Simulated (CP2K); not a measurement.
The system is Ge.

```
Ge
1.0
     4.09041    0.00000    0.00000
    -2.04520    3.54240    0.00000
     0.00000    0.00000    3.32658
Ge
2
Direct
  0.66667 0.33333 0.14086
  0.33333 0.66667 0.85914
```

The cell was built by a generator and needn't be a form met in nature.

- Program: CP2K 2026.2
- Task: single point
- Functional: PBE
- Potentials or basis: POTENTIAL_UZH Ge GTH-PBE-q4; TZVP-MOLOPT-PBE-GTH basis
- Density cutoff: 6123 eV
- k mesh: 8 × 8 × 8
- Occupations: fermi-dirac, width 0.05 eV
- Spin: no spin polarisation

On this cell: pressure -1.3 GPa; largest force 0.025 eV/Å; band gap on the k mesh none (metal or under the smearing width).

The same run follows on a disturbed copy (atoms moved at random, drawn with an rms of 0.05 Å):

```
Ge
1.0
     4.09041    0.00000    0.00000
    -2.04520    3.54240    0.00000
     0.00000    0.00000    3.32658
Ge
2
Direct
  0.65083 0.32518 0.14543
  0.33473 0.67788 0.86641
```

Task: What does the disturbed cell give?

Result: The energy (extrapolated to zero smearing) moves by +9.9 meV/atom; pressure -1.0 GPa; largest force 0.542 eV/Å; band gap on the k mesh none (metal or under the smearing width).

Forces in eV/Å, atoms in the order of the input:
```
Ge   0.196  0.501  0.065
Ge  -0.196 -0.501 -0.065
```

Stress tensor (GPa, compression positive):
```
-1.24 -0.58  0.54
-0.58  1.52  1.54
 0.54  1.54 -3.35
```

Caveats: the basis of atomic orbitals isn't converged, which shifts pressures, moduli and gaps.
